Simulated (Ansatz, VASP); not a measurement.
## One calculation of Pd, two programs

Contents of INCAR:

```
SYSTEM = Pd
PREC = Accurate
ENCUT = 520
EDIFF = 1E-7
ISMEAR = -1
SIGMA = 0.05
LREAL = .FALSE.
LASPH = .TRUE.
NELM = 80
ALGO = Fast
ISIF = 2
LWAVE = .FALSE.
LCHARG = .TRUE.
GGA = RE
IVDW = 12
LELF = .TRUE.
LVHAR = .TRUE.
NBANDS = 11
```

Contents of KPOINTS:

```
Automatic mesh
0
G
  12 12 12
  0 0 0
```

POSCAR

```
Pd
1.0
    0.0000000000      1.9201927211      1.9201927211
    1.9201927211      0.0000000000      1.9201927211
    1.9201927211      1.9201927211      0.0000000000
Pd
1
Direct
    0.0000000000      0.0000000000      0.0000000000
```

Contents of input.yaml:

```yaml
crystal:
  lattice:
    - [0.0, 1.9201927211, 1.9201927211]
    - [1.9201927211, 0.0, 1.9201927211]
    - [1.9201927211, 1.9201927211, 0.0]
  atoms:
    - { symbol: Pd, position: [0.0, 0.0, 0.0] }
hamiltonian:
  xc: revpbe
  pseudopotentials: { kind: paw }
  dispersion: d3bj
kpoints:
  mp_grid: { grid: [12, 12, 12] }
scf:
  occupations: { method: fermi_dirac, width: 0.05 }
output:
  forces: true
  stress: true
  eigenvalues: true
```

Alike in both runs: task single point; functional revPBE; dispersion D3(BJ); k mesh 12 × 12 × 12; occupations fermi-dirac, width 0.05 eV; no spin polarisation.

|  | VASP | Ansatz |
| --- | --- | --- |
| version | VASP 6.6.1 | Ansatz 0.2.0 |
| potentials or method | VASP PAW PBE potentials, release 64 (Pd) | Ansatz PAW |
| plane-wave cutoff (eV) | 520 | 420 |
| valence electrons in the cell | 10 | 18 |

Ansatz gave:

| Quantity | Value |
| --- | --- |
| gap on the k mesh at the Fermi level (eV) | none |
| pressure (GPa) | 4.0 |
| dispersion energy (meV/atom) | -1331.3 |

**Question.** Estimate VASP's values.

**Answer.** gap on the k mesh at the Fermi level (eV): none; pressure (GPa): 3.6; dispersion energy (meV/atom): -1331.2.

A gap of «none» marks a metal or a gap that the smearing closes. The two sets of potentials don't hold the same shells in valence.

Caveats: pairwise dispersion overbinds metals, which lowers pressure and volume; the PAW data sets were made with another functional, which shifts forces and pressure a little (VASP); the PAW data sets come from PBE, with cores solved anew for the run's functional, which leaves a small shift of forces and pressure (Ansatz).
